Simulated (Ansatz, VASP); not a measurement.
**One calculation of CaO (kpbe), two programs**

Contents of INCAR:

```
PREC = Accurate
ENCUT = 600
EDIFF = 1E-6
ISMEAR = 0
SIGMA = 0.02
LREAL = False
LASPH = True
NELM = 80
ALGO = Normal
ISIF = 3
LWAVE = False
LCHARG = False
GGA = PE
IBRION = 2
NSW = 100
EDIFFG = -0.002
```

File KPOINTS:

```
Automatic mesh
0
Gamma
  8 8 8
```

The input POSCAR:

```
CaO
1.0
    0.0000000000      2.4535000000      2.4535000000
    2.4535000000      0.0000000000      2.4535000000
    2.4535000000      2.4535000000      0.0000000000
Ca O
1 1
Direct
    0.0000000000      0.0000000000      0.0000000000
    0.5000000000      0.5000000000      0.5000000000
```

Input for Ansatz:

```yaml
crystal:
  lattice:
    - [0.0, 2.4535, 2.4535]
    - [2.4535, 0.0, 2.4535]
    - [2.4535, 2.4535, 0.0]
  atoms:
    - { symbol: Ca, position: [0.0, 0.0, 0.0] }
    - { symbol: O, position: [0.5, 0.5, 0.5] }
basis:
  ecutwfc: 420
kpoints:
  mp_grid: { grid: [8, 8, 8] }
hamiltonian:
  xc: pbe
  pseudopotentials: { kind: paw, azcp: { folder: soft_1 } }
scf:
  occupations: { method: gaussian, width: 0.02 }
output:
  forces: true
  stress: true
  eigenvalues: true
relax:
  adjacent_minimum: "off"
  f_tol: 0.002
  max_steps: 80
  cell: { stress_tol: 0.02 }
```

Alike in both runs: task relaxation of cell and atoms; functional PBE; k mesh 8 × 8 × 8; occupations gaussian, width 0.02 eV; no spin polarisation.

```csv
,VASP,Ansatz
version,VASP 6.6.1,Ansatz 0.2.0
potentials or method,"VASP PAW PBE potentials, release 64 (Ca_sv, O)","scalar-relativistic, plane waves, PAW"
plane-wave cutoff (eV),600,420
valence electrons in the cell,16,16
```

Ansatz gave:

- gap on the k mesh at the Fermi level, each at its own relaxed structure (eV): 3.66
- relaxed volume (Å³/atom): 14.09
- relaxed cell length with the largest relative difference (Å): 3.416
- energy change over the relaxation (meV/atom): -10

Problem. What did VASP give for the same quantities?

Solution. gap on the k mesh at the Fermi level, each at its own relaxed structure (eV): 3.64; relaxed volume (Å³/atom): 14.15; relaxed cell length with the largest relative difference (Å): 3.421; energy change over the relaxation (meV/atom): -8.

A k mesh can miss the band edges.
